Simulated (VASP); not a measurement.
Here is a VASP 6.6.1 calculation.

Contents of INCAR:

```
SYSTEM = Hf
PREC = Accurate ; ENCUT = 520
EDIFF = 1E-7 ; ISMEAR = 0
SIGMA = 0.1 ; LREAL = .False.
LASPH = .True. ; NELM = 80
ALGO = Fast ; ISIF = 3
LWAVE = .False. ; LCHARG = .False.
GGA = PE ; IBRION = 2
NSW = 80 ; EDIFFG = -0.002
```

File KPOINTS:

```
Automatic mesh
0
Gamma
  3 3 2
  0 0 0
```

Contents of POSCAR:

```
Hf
1.0
    3.1967000000      0.0000000000      0.0000000000
   -1.5983500000      2.7684234100      0.0000000000
    0.0000000000      0.0000000000      5.0578000000
Hf
2
Direct
    0.3333333300      0.6666666700      0.2500000000
    0.6666666700      0.3333333300      0.7500000000
```

Potentials or basis: VASP PAW PBE potentials, release 64 (Hf_pv).

Launch:

```console
$ cat potpaw_PBE.64/Hf_pv/POTCAR > POTCAR
$ mpirun -np 1 vasp_std > vasp.out
```

**Question.** What does it give for the relaxed cell?

**Answer.** a = 3.211 Å, b = 3.211 Å, c = 5.024 Å, α = 90.00°, β = 90.00°, γ = 120.00°.

**Question.** Estimate the relaxed volume.

**Answer.** 22.43 Å³/atom.

**Question.** Estimate the space group after relaxing (to 0.05 Å).

**Answer.** P6_3/mmc (No. 194).

The path:
```tsv
step	energy change (eV)	largest force (eV/Å)	pressure (GPa)	volume (Å³)
1	0.0000	0.0000	0.04	44.76
2	-0.0020	0.0000	0.24	44.79
3	-0.0022	0.0000	0.19	44.78
4	-0.0022	0.0000	-0.21	44.94
5	-0.0023	0.0000	0.02	44.86
6	-0.0023	0.0000	-0.02	44.87
7	-0.0023	0.0000	-0.01	44.86
```

Caveat: the k mesh is coarse (spacing up to 0.76 Å⁻¹), so the values aren't converged. Spin-orbit coupling is left out, which matters for the levels of Hf.
